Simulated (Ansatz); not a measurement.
# BAs: relaxation of cell and atoms with PBEsol

Crystal: BAs.

```
As B
1.0
     0.00000    2.38850    2.38850
     2.38850    0.00000    2.38850
     2.38850    2.38850    0.00000
As B
1 1
Direct
  0.75000 0.75000 0.75000
  0.00000 0.00000 0.00000
```

```yaml
Program: Ansatz 0.2.0
Task: relaxation of cell and atoms
Functional: PBEsol
Potentials_or_basis: Ansatz PAW
Cutoff: "420 eV (not typed: the program's choice for these potentials)"
k_mesh: 10 × 10 × 10
Occupations: fermi-dirac, width 0.05 eV
Spin: no spin polarisation
```

```yaml
Relaxed_volume: 13.55 Å³/atom
Relaxed_cell: a = 3.371 Å, b = 3.371 Å, c = 3.371 Å, α = 60.00°, β = 60.00°, γ = 60.00°
Space_group_after_relaxing_to_0.05_Å: F-43m (No. 216)
Energy_gained_by_relaxing: 0.2 meV/atom
Ionic_steps: 4
Pressure_after_relaxing: 0.0 GPa
Band_gap_on_the_k_mesh: 1.08 eV, indirect (least direct gap 3.25 eV)
```

The path:
```csv
step,energy change (eV),largest force (eV/Å),volume (Å³)
1,0.0000,0.0000,27.25
2,-0.0004,0.0000,27.14
3,-0.0005,0.0000,27.10
4,-0.0004,0.0000,27.10
```

Final structure:
```
As B
1.0
     0.00000    2.38394    2.38394
     2.38394    0.00000    2.38394
     2.38394    2.38394    0.00000
As B
1 1
Direct
  0.75000 0.75000 0.75000
  0.00000 0.00000 0.00000
```

Levels at points of the mesh, in eV from the valence-band top:
| k point | band 5 | band 6 | band 7 | band 8 | band 9 | band 10 | band 11 | band 12 | band 13 |
| --- | --- | --- | --- | --- | --- | --- | --- | --- | --- |
| (0.00, 0.00, 0.00) | -35.80 | -15.49 | 0.00 | 0.00 | 0.00 | 3.25 | 3.25 | 3.25 | 4.73 |
| (0.00, 0.00, -0.50) | -35.80 | -12.59 | -8.86 | -1.84 | -1.84 | 2.68 | 4.75 | 4.75 | 8.74 |
| (0.00, -0.50, -0.50) | -35.80 | -11.28 | -8.55 | -4.12 | -4.12 | 1.31 | 1.34 | 11.42 | 11.42 |

It took 8.4 s on 2 threads of Intel(R) Xeon(R) Processor @ 2.70GHz, on a shared host, peak memory 0.34 GiB.

Caveat: the plane-wave basis is chosen anew once the cell has moved, so the energies of steps on either side of that aren't comparable; the PAW data sets come from PBE, with cores solved anew for the run's functional, which leaves a small shift of forces and pressure. As with any semilocal functional, this PBEsol gap is likely too small.
